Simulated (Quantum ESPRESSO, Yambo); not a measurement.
# InP (F-43m): G0W0 on several meshes in Yambo, part 2 of 2

Wanted: mesh dependence and cost of G0W0 for InP (F-43m).

Quantum ESPRESSO 7.5 and Yambo 5.3.0; PBE and many-body steps on it, plane waves. Known limits of the many-body steps: not at the basis limit; no spin-orbit coupling; coarse k mesh.

So far. Step 4 (4×4×4): The gap on the mesh goes from 0.71 eV to 1.41 eV, a correction of +0.70 eV. Step 5 (Empty states on the mesh, 2×2×2 mesh, 255 bands): On this mesh the gap is 0.708 eV.

The database entry behind the starting cell differs from later determinations by our own check (0.1 to 0.3 % short, probably kX units), so it need not match the best structure at ambient conditions.

**6. Conversion and set-up**

This step: Yambo 5.3.0; conversion and set-up on PBE, plane waves, norm-conserving pseudopotentials.

Started as:

```
(cd o/x.save; p2y > p2y.log; mv SAVE ../..); yambo > setup.log
```

What it wrote:

```text
 Yambo, version 5.3.0

 [02] CORE Variables Setup
 =========================

  [02.01] Unit cells
  ==================

  Cell kind             :  FCC
  Atoms in the cell     :  In  P
  number of In atoms    :  1
  number of P  atoms    :  1

  List of atomic masses
  Mass of In    :  114.8200
  Mass of P     :  30.97400

  List of atomic coordinates    : [cc]
  In1       :  0.000000  0.000000  0.000000  order 1
  P1       :  2.768921  2.768921  2.768921  order 2

  Alat factors          :  5.537842  5.537842  5.537842 [a.u.]
  Direct lattice volume :  339.6658 [a.u.]
[...]
0.000000  0.000000  0.000000  0.000000  0.000000  0.000000  0.000000  0.000000

 [03] Transferred momenta grid and indexing
 ==========================================

 IBZ Q-points                                      :  3
 BZ  Q-points                                      :   8

 K/Q-points units:
 rlu = crystal or reduced units; cc = cartesian coordinates; iku = interal k-units

 Q [1]          [rlu]:  0.000000  0.000000  0.000000
 Q [2]          [rlu]: -0.10839E-15 -0.52875E-16 -0.50000
 Q [3]          [rlu]: -0.17475E-18 -0.50000     -0.50000

  [03.01] X indexes
  =================

   [03.01.01] Sigma indexes
   ========================

 [06] Game Over & Game summary
```

Elapsed: 2.2 s, on 1 MPI rank of Arm Neoverse V2, shared host; peak memory 0.25 GiB.

**7. 2×2×2**

This step: G0W0 on PBE, plane waves, norm-conserving pseudopotentials.

Contents of gw11.in:

```
HF_and_locXC
gw0
dyson
ppa
em1d
rim_cut
RandQpts= 1000000
RandGvec= 1 RL
EXXRLvcs= 80 Ry
VXCRLvcs= 320 Ry
Chimod= "HARTREE"
% BndsRnXp
 1 | 255 |
%
NGsBlkXp= 17 Ry
% LongDrXp
 1 | 1 | 1 |
%
% GbndRnge
 1 | 255 |
%
DysSolver= "n"
ExtendOut
PPAPntXp= 27.21138 eV
% QPkrange
 1 | 1 | 12 | 15 |
%
```

Started as:

```
OMP_NUM_THREADS=1 mpirun -n 8 yambo -F gw11.in -J gw11 -C gw11 > gw11.log
```

What it wrote:

```text
 Yambo, version 5.3.0

 [02] CORE Variables Setup
 =========================

  [... cell, symmetries and grids as in the set-up ...]

  [02.05] Energies & Occupations
  ==============================

  [X] === General ===
  [X] Electronic Temperature                        :  0.000000  0.000000 [eV K]
  [X] Bosonic    Temperature                        :  0.000000  0.000000 [eV K]
  [X] Finite Temperature mode                       : no
  [X] El. density                                   :  0.51656E+24 [cm-3]
  [X] Fermi Level                                   :  8.315509 [eV]

  [X] === Gaps and Widths ===
  [X] Conduction Band Min                           :  0.707977 [eV]
  [X] Valence Band Max                              :  0.000000 [eV]
  [X] Filled Bands                                  :  13
  [X] Empty Bands                                   :   14  255
  [X] Direct Gap                                    :  0.707977 [eV]
  [X] Direct Gap localized at k                     :  1
  [X] Indirect Gap                                  :  0.707977 [eV]
  [X] Indirect Gap between kpts                     :  1  1
  [X] Last valence band width                       :  2.319631 [eV]
  [X] 1st conduction band width                     :  1.052027 [eV]

 [03] Transferred momenta grid and indexing
 ==========================================

 IBZ Q-points                                      :  3
 BZ  Q-points                                      :   8

 K/Q-points units:
 rlu = crystal or reduced units; cc = cartesian coordinates; iku = interal k-units

 Q [1]          [rlu]:  0.000000  0.000000  0.000000
 Q [2]          [rlu]: -0.10839E-15 -0.52875E-16 -0.50000
 Q [3]          [rlu]: -0.17475E-18 -0.50000     -0.50000

 [04] Coloumb potential Random Integration (RIM)
[...]
================================================

 [VXC] Plane waves :   32743
 [EXS] Plane waves :   4279

 QP @ state[ 1 ] K range:  1  1
 QP @ state[ 1 ] b range:  12  15

 [xc] Functional : Perdew, Burke & Ernzerhof(X)+Perdew, Burke & Ernzerhof(C)
 [xc] LIBXC used to calculate xc functional
  PP Number of Atomic Species                      :  2
  NLCC RL compoments                               :   32743
  PP Number of Atomic Species                      :  2
  NLCC RL compoments                               :   32743

 [xc] E_xc :  -18.22506 [Ha]
      E_xc :  -36.45011 [Ry]

  Local XC kind (lXC) : Perdew, Burke & Ernzerhof(X)+Perdew, Burke & Ernzerhof(C)
  Non-Local XC kind (nlXC) : Hartree-Fock

  Corrections @ K [1] :  [eV]
 <12|nlXC|12> = -15.44445 -0.33246E-17 <12|lXC|12> = -13.05562  0.23602E-16
 <13|nlXC|13> = -15.44445 -0.64468E-17 <13|lXC|13> = -13.05562  0.000000
 <14|nlXC|14> = -6.742145  0.73017E-17 <14|lXC|14> = -11.64216  0.000000
 <15|nlXC|15> = -5.864577  0.18229E-17 <15|lXC|15> = -10.71182 -0.28323E-15

 [08] Dyson equation: Newton solver
 ==================================

  [08.01] G0W0 (W PPA)
  ====================

  [  GW  ] Bands range     :    1  255
  [GW/PPA] G damping       :  0.100000 [eV]

  QP @ state[ 1 ] K range:  1  1
  QP @ state[ 1 ] b range:  12  15

   Sc/G bands                                       :    1  255
   Sc/G damping                                     :  0.100000 ev
   Sc bands terminator                              : no
   Sx RL components                                 :   4279

   QP @ state[ 1 ] K range                          :  1  1
   QP @ state[ 1 ] b range                          :  12  15
   GF energies kind                                 : Perdew, Burke & Ernzerhof(X)+Perdew, Burke & Ernzerhof(C)
   GF WF`s kind                                     : Perdew, Burke & Ernzerhof(X)+Perdew, Burke & Ernzerhof(C)
   Xs energies kind                                 : Perdew, Burke & Ernzerhof(X)+Perdew, Burke & Ernzerhof(C)
   Xs WF`s kind                                     : Perdew, Burke & Ernzerhof(X)+Perdew, Burke & Ernzerhof(C)

 [11] Game Over & Game summary
```

It took 18 s on 8 MPI ranks; peak memory 2.9 GiB.

Numbers from this step:

| Property | Result |
| --- | --- |
| G0W0 gap on the points computed | 1.444 eV |
| starting gap on the mesh | 0.7080 eV |
| k of the valence top | 0, 0, 0 |
| k of the conduction bottom | 0, 0, 0 |
| least direct G0W0 gap on the computed points | 1.444 eV |
| Z at the valence top | 0.7892 |
| Z at the conduction bottom | 0.8014 |

Against G0W0 in Yambo (4×4×4 mesh, 255 bands, screening to 231.3 eV, Godby-Needs plasmon pole), the gap moves by +0.036 eV.

**8. The runs together**

Times are wall times on 8 MPI ranks of Arm Neoverse V2, shared host, good to a factor of about two.

```tsv
run	mesh	bands	screening cutoff (eV)	DFT gap (eV)	gap on the mesh (eV)	direct (eV)	time
4×4×4	4×4×4	255	231.3	0.708	1.409	1.409	3.5 min
2×2×2	2×2×2	255	231.3	0.708	1.444	1.444	18 s
```

**9. What came out**

| Property | Result |
| --- | --- |
| 4×4×4 | 1.409 eV |
| 2×2×2 | 1.444 eV |
| known limits | not at the basis limit; no spin-orbit coupling; coarse k mesh |

**Reading.** 2×2×2: +0.036 eV against 4×4×4. Bands and cutoff are finite, so the gap is not at the basis limit. The miss can reach some tenths of an eV and take either sign; the mesh is an error of its own. In the G0W0 runs levels were corrected at 1 k point alone, so a gap called «on the mesh» is the least over those, and an edge elsewhere would be missed. The 4×4×4 mesh is coarse for this cell, which bears on the long-range parts of exchange and screening. Mesh or cutoff lie under what a gap needs, so these runs test behaviour and cost; their gaps are not to be quoted. The many-body steps are scalar-relativistic: spin-orbit coupling is not in them.

[Paths, hosts, dates, memory and timing lines, banners, echoed tables and standing remarks are left out of the program output.]

[Logs are printed without paths, hosts, clocks, repeated set-up lines and the standing remarks that a program may print on its own settings, such as how far it seeks lower states.]

[Runs of the session that timed out or met a known fault of the program may be left out.]

[Hosts, paths, dates, database ids (printed as entryN), source tags and the programs' standing remarks are cut or masked in the printed files.]
